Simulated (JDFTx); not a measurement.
# Si (Fd-3m) in JDFTx: equation of state

Aim: energy against volume of Si in PBEsol, for its equilibrium volume and stiffness.

All numbers are computed with JDFTx 1.7.0 (patched build); they aren't measurements. Logs are shortened: lines on timing, memory, paths and dates and some standing lists are left out, and cuts for length are marked. The log counts tension as positive stress, the text compression.

### 1 The structure

Symmetry: Fd-3m, No. 227, cubic system. Conventional cell: a = 5.444 Å, b = 5.444 Å, c = 5.444 Å, α = 90.00°, β = 90.00°, γ = 90.00°. Around Si (site symmetry -43m) lie 4 Si at 2.36 Å.

### 2 Equation of state, PBEsol, 18.95 Å³/atom (volume scaled by 0.94)

Si.in

```
lattice \
    0.0000000000     5.0385533567     5.0385533567 \
    5.0385533567     0.0000000000     5.0385533567 \
    5.0385533567     5.0385533567     0.0000000000
coords-type Lattice
ion Si     0.5000000000     0.5000000000     0.5000000000 1
ion Si     0.7500000000     0.7500000000     0.7500000000 1

ion-species pseudo/Si.upf
elec-cutoff 18 144
elec-ex-corr gga-PBEsol
kpoint-folding 8 8 8
elec-smearing Fermi 0.0018374661
elec-n-bands 9
electronic-SCF nIterations 100 energyDiffThreshold 1e-09
electronic-minimize nIterations 30 energyDiffThreshold 1e-7
forces-output-coords Cartesian

dump-name run.$VAR
dump End Ecomponents EigStats BandEigs Kpoints Forces Stress
```

Potentials or basis: PseudoDojo-SR-PBEsol-0.4.1-standard with smoothed tails.

On the command line:

```
jdftx -c 1 -i Si.in -o Si.out
```

The log of the run:

```text
*************** JDFTx 1.7.0 (patched build) ***************

Input parsed successfully to the following command list (including defaults):
[... the input with its defaults ...]

---------- Setting up symmetries ----------

Found 48 point-group symmetries of the bravais lattice
Found 48 space-group symmetries with basis
Applied RMS atom displacement 0 bohrs to make symmetries exact.

---------- Initializing the Grid ----------
R =
[            0      5.03855      5.03855  ]
[      5.03855            0      5.03855  ]
[      5.03855      5.03855            0  ]
unit cell volume = 255.828
G =
[  -0.623511   0.623511   0.623511  ]
[   0.623511  -0.623511   0.623511  ]
[   0.623511   0.623511  -0.623511  ]
Minimum fftbox size, Smin = [  40  40  40  ]
Chosen fftbox size, S = [  40  40  40  ]

---------- Initializing tighter grid for wavefunction operations ----------
R =
[            0      5.03855      5.03855  ]
[      5.03855            0      5.03855  ]
[      5.03855      5.03855            0  ]
unit cell volume = 255.828
G =
[  -0.623511   0.623511   0.623511  ]
[   0.623511  -0.623511   0.623511  ]
[   0.623511   0.623511  -0.623511  ]
Minimum fftbox size, Smin = [  28  28  28  ]
Chosen fftbox size, S = [  28  28  28  ]

---------- Exchange Correlation functional ----------
Initalized PBEsol GGA exchange.
Initalized PBEsol GGA correlation.

---------- Setting up pseudopotentials ----------
Width of ionic core gaussian charges (only for fluid interactions / plotting) set to 0

Reading pseudopotential file 'pseudo/Si.upf':
  'Si' pseudopotential, 'PBESOL' functional
  Generated using ONCVPSP code by D. R. Hamann
  4 valence electrons, 2 orbitals, 6 projectors, 1001 radial grid points, with lMax = 2
    3S    l: 0   occupation:  2.0   eigenvalue: -0.395742
    3P    l: 1   occupation:  2.0   eigenvalue: -0.149099
  Core radius for overlap checks: 1.86 bohrs.

Initialized 1 species with 2 total atoms.

Folded 1 k-points by 8x8x8 to 512 k-points.

---------- Setting up k-points, bands, fillings ----------
Reduced to 29 k-points under symmetry.
Computing the number of bands and number of electrons
Calculating initial fillings.
nElectrons:   8.000000   nBands: 9   nStates: 29

----- Setting up reduced wavefunction bases (one per k-point) -----
average nbasis = 932.986 , ideal nbasis = 933.148

---------- Setting up ewald sum ----------
Optimum gaussian width for ewald sums = 2.288424 bohr.
Real space sum over 1331 unit cells with max indices [  5  5  5  ]
Reciprocal space sum over 2197 terms with max indices [  6  6  6  ]

---------- Allocating electronic variables ----------
Initializing wave functions:  linear combination of atomic orbitals
Note: number of bands (9) exceeds available atomic orbitals (8)
Si pseudo-atom occupations:   s ( 2 )  p ( 2 )
	FillingsUpdate:  mu: +0.296498622  nElectrons: 8.000000
LCAOMinimize: Iter:   0  F: -7.8640218473339267  |grad|_K:  1.418e-04  alpha:  1.000e+00
	FillingsUpdate:  mu: +0.296270501  nElectrons: 8.000000
LCAOMinimize: Iter:   1  F: -7.8640440135751177  |grad|_K:  1.810e-06  alpha:  9.384e-01  linmin:  8.378e-02  cgtest: -1.502e-01
	FillingsUpdate:  mu: +0.296271008  nElectrons: 8.000000
LCAOMinimize: Iter:   2  F: -7.8640440173082409  |grad|_K:  2.739e-07  alpha:  9.936e-01  linmin:  1.563e-04  cgtest:  1.630e-01
LCAOMinimize: Encountered beta<0, resetting CG.
	FillingsUpdate:  mu: +0.296271487  nElectrons: 8.000000
LCAOMinimize: Iter:   3  F: -7.8640440173907065  |grad|_K:  3.182e-09  alpha:  9.359e-01  linmin: -6.630e-03  cgtest:  1.191e-02
LCAOMinimize: Encountered beta<0, resetting CG.
LCAOMinimize: Converged (|Delta F|<1.000000e-06 for 2 iters).

-------- Electronic minimization -----------
Will mix electronic density at each iteration.
	FillingsUpdate:  mu: +0.296271487  nElectrons: 8.000000
	FillingsUpdate:  mu: +0.248030573  nElectrons: 8.000000
SCF: Cycle:  0   F: -7.928271088815244   dF: -6.423e-02   |Residual|: 6.468e-02   |deigs|: 1.302e-01
	FillingsUpdate:  mu: +0.250029566  nElectrons: 8.000000
SCF: Cycle:  1   F: -7.929956051724747   dF: -1.685e-03   |Residual|: 3.766e-02   |deigs|: 1.033e-02
	FillingsUpdate:  mu: +0.255738610  nElectrons: 8.000000
SCF: Cycle:  2   F: -7.930445174051252   dF: -4.891e-04   |Residual|: 6.659e-03   |deigs|: 5.660e-03
	FillingsUpdate:  mu: +0.254902072  nElectrons: 8.000000
SCF: Cycle:  3   F: -7.930451167457505   dF: -5.993e-06   |Residual|: 2.828e-03   |deigs|: 1.773e-03
	FillingsUpdate:  mu: +0.255495924  nElectrons: 8.000000
SCF: Cycle:  4   F: -7.930455149607669   dF: -3.982e-06   |Residual|: 2.037e-04   |deigs|: 6.588e-04
	FillingsUpdate:  mu: +0.255534841  nElectrons: 8.000000
SCF: Cycle:  5   F: -7.930455371444355   dF: -2.218e-07   |Residual|: 1.101e-04   |deigs|: 3.378e-04
	FillingsUpdate:  mu: +0.255528323  nElectrons: 8.000000
SCF: Cycle:  6   F: -7.930455463582318   dF: -9.214e-08   |Residual|: 9.629e-06   |deigs|: 3.592e-04
	FillingsUpdate:  mu: +0.255527712  nElectrons: 8.000000
SCF: Cycle:  7   F: -7.930455484473756   dF: -2.089e-08   |Residual|: 3.234e-06   |deigs|: 3.266e-04
	FillingsUpdate:  mu: +0.255527073  nElectrons: 8.000000
SCF: Cycle:  8   F: -7.930455493355249   dF: -8.881e-09   |Residual|: 2.863e-06   |deigs|: 3.165e-04
	FillingsUpdate:  mu: +0.255527714  nElectrons: 8.000000
SCF: Cycle:  9   F: -7.930455495824575   dF: -2.469e-09   |Residual|: 1.034e-06   |deigs|: 2.619e-04
	FillingsUpdate:  mu: +0.255527743  nElectrons: 8.000000
SCF: Cycle: 10   F: -7.930455497011986   dF: -1.187e-09   |Residual|: 1.561e-06   |deigs|: 2.620e-04
	FillingsUpdate:  mu: +0.255527664  nElectrons: 8.000000
SCF: Cycle: 11   F: -7.930455497298673   dF: -2.867e-10   |Residual|: 4.259e-07   |deigs|: 2.238e-04
	FillingsUpdate:  mu: +0.255527678  nElectrons: 8.000000
SCF: Cycle: 12   F: -7.930455497462384   dF: -1.637e-10   |Residual|: 2.797e-07   |deigs|: 4.929e-04
SCF: Converged (|Delta E|<1.000000e-09 for 2 iters).

Setting wave functions to eigenvectors of Hamiltonian

# Stress tensor in Cartesian coordinates [Eh/a0^3]:
[ -0.000195833            0            0  ]
[            0 -0.000195833            0  ]
[            0            0 -0.000195833  ]

# Ionic positions in lattice coordinates:
ion Si   0.500000000000000   0.500000000000000   0.500000000000000 1
ion Si   0.750000000000000   0.750000000000000   0.750000000000000 1

# Forces in Cartesian coordinates:
force Si   0.000000000000000   0.000000000000000  -0.000000000000000 1
force Si   0.000000000000000   0.000000000000000   0.000000000000000 1

# Energy components:
   Eewald =       -8.5529280534123906
       EH =        0.5146272033535182
     Eloc =       -1.7072401139647142
      Enl =        1.2583611617404760
      Exc =       -3.1063218883026860
 Exc_core =        0.5310512895366534
       KE =        3.1320007092042235
-------------------------------------
     Etot =       -7.9304496918449185
       TS =        0.0000058056174654
-------------------------------------
        F =       -7.9304554974623844

IonicMinimize: Iter:   0  F: -7.930455497462384  |grad|_K:  4.264e-36
IonicMinimize: Converged (|grad|_K<1.000000e-04).

#--- Lowdin population analysis ---
# oxidation-state Si +0.036 +0.036

Dumping 'run.eigStats' ...
	eMin: -0.206116 at state 0 ( [ +0.000000 +0.000000 +0.000000 ] spin 0 )
	HOMO: +0.248753 at state 0 ( [ +0.000000 +0.000000 +0.000000 ] spin 0 )
	mu  : +0.255528
	LUMO: +0.264014 at state 17 ( [ +0.000000 +0.375000 +0.375000 ] spin 0 )
	eMax: +0.678321 at state 4 ( [ +0.000000 +0.000000 +0.500000 ] spin 0 )
	HOMO-LUMO gap: +0.015261
	Optical gap  : +0.093100 at state 0 ( [ +0.000000 +0.000000 +0.000000 ] spin 0 )
Done!
```

Wall time 7.2 s (1 thread of Intel Xeon 6975P-C (Granite Rapids), shared host); peak memory 0.06 GiB.

Results:

```yaml
Free_energy: -215.7987 eV
Pressure: 5.8 GPa
Band_gap_on_the_k_mesh: 0.42 eV, indirect (least direct gap 2.53 eV)
```

### 3 Equation of state, PBEsol, 19.36 Å³/atom (volume scaled by 0.96)

Edit Si.in of step 2 so:

```diff
@@ -1,5 +1,5 @@
 lattice \
-    0.0000000000     5.0385533567     5.0385533567 \
-    5.0385533567     0.0000000000     5.0385533567 \
-    5.0385533567     5.0385533567     0.0000000000
+    0.0000000000     5.0740372960     5.0740372960 \
+    5.0740372960     0.0000000000     5.0740372960 \
+    5.0740372960     5.0740372960     0.0000000000
 coords-type Lattice
@@ -19,2 +19,2 @@
 dump-name run.$VAR
-dump End Ecomponents EigStats BandEigs Kpoints Forces Stress
+dump End Ecomponents EigStats BandEigs Kpoints Forces Stress ElecDensity Dtot KEdensity
```

Potentials or basis: PseudoDojo-SR-PBEsol-0.4.1-standard with smoothed tails.

On the command line:

```
jdftx -c 1 -i Si.in -o Si.out
```

It took 7.4 s on 1 thread of Intel Xeon 6975P-C (Granite Rapids), shared host; peak memory 0.06 GiB.

The run converged. Its results:

```
Free energy            : -215.8217 eV
Pressure               : 3.4 GPa
Band gap on the k mesh : 0.45 eV, indirect (least direct gap 2.53 eV)
```

### 4 Equation of state, PBEsol, 19.76 Å³/atom (volume scaled by 0.98)

Edit Si.in of step 3 so:

```diff
@@ -1,5 +1,5 @@
 lattice \
-    0.0000000000     5.0740372960     5.0740372960 \
-    5.0740372960     0.0000000000     5.0740372960 \
-    5.0740372960     5.0740372960     0.0000000000
+    0.0000000000     5.1090317623     5.1090317623 \
+    5.1090317623     0.0000000000     5.1090317623 \
+    5.1090317623     5.1090317623     0.0000000000
 coords-type Lattice
```

On the command line:

```
jdftx -c 1 -i Si.in -o Si.out
```

Wall time 7.6 s (1 thread of Intel Xeon 6975P-C (Granite Rapids), shared host); peak memory 0.06 GiB.

Results (log left out):

```
Free energy            : -215.8335 eV
Pressure               : 1.3 GPa
Band gap on the k mesh : 0.49 eV, indirect (least direct gap 2.52 eV)
```

### 5 Equation of state, PBEsol, 20.16 Å³/atom

Edit Si.in of step 4 so:

```diff
@@ -1,5 +1,5 @@
 lattice \
-    0.0000000000     5.1090317623     5.1090317623 \
-    5.1090317623     0.0000000000     5.1090317623 \
-    5.1090317623     5.1090317623     0.0000000000
+    0.0000000000     5.1435532945     5.1435532945 \
+    5.1435532945     0.0000000000     5.1435532945 \
+    5.1435532945     5.1435532945     0.0000000000
 coords-type Lattice
```

Potentials or basis: PseudoDojo-SR-PBEsol-0.4.1-standard with smoothed tails.

On the command line:

```
jdftx -c 1 -i Si.in -o Si.out
```

The log of the run:

```text
*************** JDFTx 1.7.0 (patched build) ***************

Input parsed successfully to the following command list (including defaults):
[... the input with its defaults ...]

---------- Setting up symmetries ----------

Found 48 point-group symmetries of the bravais lattice
Found 48 space-group symmetries with basis
Applied RMS atom displacement 0 bohrs to make symmetries exact.

---------- Initializing the Grid ----------
R =
[            0      5.14355      5.14355  ]
[      5.14355            0      5.14355  ]
[      5.14355      5.14355            0  ]
unit cell volume = 272.157
G =
[  -0.610783   0.610783   0.610783  ]
[   0.610783  -0.610783   0.610783  ]
[   0.610783   0.610783  -0.610783  ]
Minimum fftbox size, Smin = [  40  40  40  ]
Chosen fftbox size, S = [  40  40  40  ]

---------- Initializing tighter grid for wavefunction operations ----------
R =
[            0      5.14355      5.14355  ]
[      5.14355            0      5.14355  ]
[      5.14355      5.14355            0  ]
unit cell volume = 272.157
G =
[  -0.610783   0.610783   0.610783  ]
[   0.610783  -0.610783   0.610783  ]
[   0.610783   0.610783  -0.610783  ]
Minimum fftbox size, Smin = [  28  28  28  ]
Chosen fftbox size, S = [  28  28  28  ]

[... 62 lines left out ...]
	FillingsUpdate:  mu: +0.233191486  nElectrons: 8.000000
SCF: Cycle:  5   F: -7.931793601563713   dF: -2.310e-07   |Residual|: 1.987e-04   |deigs|: 1.941e-04
	FillingsUpdate:  mu: +0.233164591  nElectrons: 8.000000
SCF: Cycle:  6   F: -7.931793701162131   dF: -9.960e-08   |Residual|: 2.365e-05   |deigs|: 2.708e-04
	FillingsUpdate:  mu: +0.233172388  nElectrons: 8.000000
SCF: Cycle:  7   F: -7.931793723739341   dF: -2.258e-08   |Residual|: 3.067e-05   |deigs|: 1.453e-04
	FillingsUpdate:  mu: +0.233167989  nElectrons: 8.000000
SCF: Cycle:  8   F: -7.931793733854728   dF: -1.012e-08   |Residual|: 3.094e-06   |deigs|: 2.182e-04
	FillingsUpdate:  mu: +0.233167446  nElectrons: 8.000000
SCF: Cycle:  9   F: -7.931793736905787   dF: -3.051e-09   |Residual|: 1.460e-06   |deigs|: 1.196e-04
	FillingsUpdate:  mu: +0.233167937  nElectrons: 8.000000
SCF: Cycle: 10   F: -7.931793738225712   dF: -1.320e-09   |Residual|: 1.960e-06   |deigs|: 1.664e-04
	FillingsUpdate:  mu: +0.233167687  nElectrons: 8.000000
SCF: Cycle: 11   F: -7.931793738538110   dF: -3.124e-10   |Residual|: 4.313e-07   |deigs|: 1.030e-04
	FillingsUpdate:  mu: +0.233167625  nElectrons: 8.000000
SCF: Cycle: 12   F: -7.931793738722987   dF: -1.849e-10   |Residual|: 2.386e-07   |deigs|: 3.290e-04
SCF: Converged (|Delta E|<1.000000e-09 for 2 iters).

Setting wave functions to eigenvectors of Hamiltonian

# Stress tensor in Cartesian coordinates [Eh/a0^3]:
[  2.18217e-05            0            0  ]
[            0  2.18217e-05            0  ]
[            0            0  2.18217e-05  ]

# Ionic positions in lattice coordinates:
ion Si   0.500000000000000   0.500000000000000   0.500000000000000 1
ion Si   0.750000000000000   0.750000000000000   0.750000000000000 1

# Forces in Cartesian coordinates:
force Si   0.000000000000000  -0.000000000000000   0.000000000000000 1
force Si   0.000000000000000  -0.000000000000000   0.000000000000000 1

# Energy components:
   Eewald =       -8.3783295099159947
       EH =        0.5409193611604040
     Eloc =       -1.8456347542719223
      Enl =        1.2385254637334684
      Exc =       -3.0703706066584977
 Exc_core =        0.5310497793520970
       KE =        3.0520489392013785
-------------------------------------
     Etot =       -7.9317913273990666
       TS =        0.0000024113239199
-------------------------------------
        F =       -7.9317937387229867

IonicMinimize: Iter:   0  F: -7.931793738722987  |grad|_K:       -nan
IonicMinimize: None of the convergence criteria satisfied after 0 iterations.

#--- Lowdin population analysis ---
# oxidation-state Si +0.034 +0.034

Dumping 'run.eigStats' ...
	eMin: -0.214447 at state 0 ( [ +0.000000 +0.000000 +0.000000 ] spin 0 )
	HOMO: +0.224419 at state 0 ( [ +0.000000 +0.000000 +0.000000 ] spin 0 )
	mu  : +0.233168
	LUMO: +0.243456 at state 17 ( [ +0.000000 +0.375000 +0.375000 ] spin 0 )
	eMax: +0.633975 at state 4 ( [ +0.000000 +0.000000 +0.500000 ] spin 0 )
	HOMO-LUMO gap: +0.019037
	Optical gap  : +0.092250 at state 0 ( [ +0.000000 +0.000000 +0.000000 ] spin 0 )
Done!
```

It took 7.7 s on 1 thread of Intel Xeon 6975P-C (Granite Rapids), shared host; peak memory 0.06 GiB.

What came out:

* Free energy: -215.8351 eV
* Pressure: -0.6 GPa
* Band gap on the k mesh: 0.52 eV, indirect (least direct gap 2.51 eV)

### 6 Equation of state, PBEsol, 20.57 Å³/atom (volume scaled by 1.02)

Edit Si.in of step 5 so:

```diff
@@ -1,5 +1,5 @@
 lattice \
-    0.0000000000     5.1435532945     5.1435532945 \
-    5.1435532945     0.0000000000     5.1435532945 \
-    5.1435532945     5.1435532945     0.0000000000
+    0.0000000000     5.1776175541     5.1776175541 \
+    5.1776175541     0.0000000000     5.1776175541 \
+    5.1776175541     5.1776175541     0.0000000000
 coords-type Lattice
```

Potentials or basis: PseudoDojo-SR-PBEsol-0.4.1-standard with smoothed tails.

On the command line:

```
jdftx -c 1 -i Si.in -o Si.out
```

Wall time 7.7 s (1 thread of Intel Xeon 6975P-C (Granite Rapids), shared host); peak memory 0.06 GiB.

Results (log left out):

```
Free energy            : -215.8275 eV
Pressure               : -2.4 GPa
Band gap on the k mesh : 0.55 eV, indirect (least direct gap 2.50 eV)
```

### 7 Equation of state, PBEsol, 20.97 Å³/atom (volume scaled by 1.04)

Edit Si.in of step 6 so:

```diff
@@ -1,5 +1,5 @@
 lattice \
-    0.0000000000     5.1776175541     5.1776175541 \
-    5.1776175541     0.0000000000     5.1776175541 \
-    5.1776175541     5.1776175541     0.0000000000
+    0.0000000000     5.2112393893     5.2112393893 \
+    5.2112393893     0.0000000000     5.2112393893 \
+    5.2112393893     5.2112393893     0.0000000000
 coords-type Lattice
```

On the command line:

```
jdftx -c 1 -i Si.in -o Si.out
```

It took 8.1 s on 1 thread of Intel Xeon 6975P-C (Granite Rapids), shared host; peak memory 0.06 GiB.

The run converged. Its results:

```yaml
Free_energy: -215.8118 eV
Pressure: -3.9 GPa
Band_gap_on_the_k_mesh: 0.58 eV, indirect (least direct gap 2.46 eV)
```

### 8 Equation of state, PBEsol, 21.37 Å³/atom (volume scaled by 1.06)

Edit Si.in of step 7 so:

```diff
@@ -1,5 +1,5 @@
 lattice \
-    0.0000000000     5.2112393893     5.2112393893 \
-    5.2112393893     0.0000000000     5.2112393893 \
-    5.2112393893     5.2112393893     0.0000000000
+    0.0000000000     5.2444328919     5.2444328919 \
+    5.2444328919     0.0000000000     5.2444328919 \
+    5.2444328919     5.2444328919     0.0000000000
 coords-type Lattice
```

On the command line:

```
jdftx -c 1 -i Si.in -o Si.out
```

It took 8.6 s on 1 thread of Intel Xeon 6975P-C (Granite Rapids), shared host; peak memory 0.07 GiB.

It converged, with:

* Free energy: -215.7886 eV
* Pressure: -5.3 GPa
* Band gap on the k mesh: 0.61 eV, indirect (least direct gap 2.37 eV)

### 9 Equation of state, PBEsol

Potentials or basis: PseudoDojo-SR-PBEsol-0.4.1-standard with smoothed tails.

No new run: the results of the series are fitted here.

Results:

```
Equilibrium volume                      : 20.03 Å³/atom
Bulk modulus                            : 93 GPa
Pressure derivative of the bulk modulus : 4.2
```

Energy against volume, from the lowest point:
```csv
volume (Å³/atom),energy (meV/atom)
18.955,18.21
19.358,6.69
19.761,0.80
20.165,0.00
20.568,3.78
20.971,11.67
21.375,23.26
```
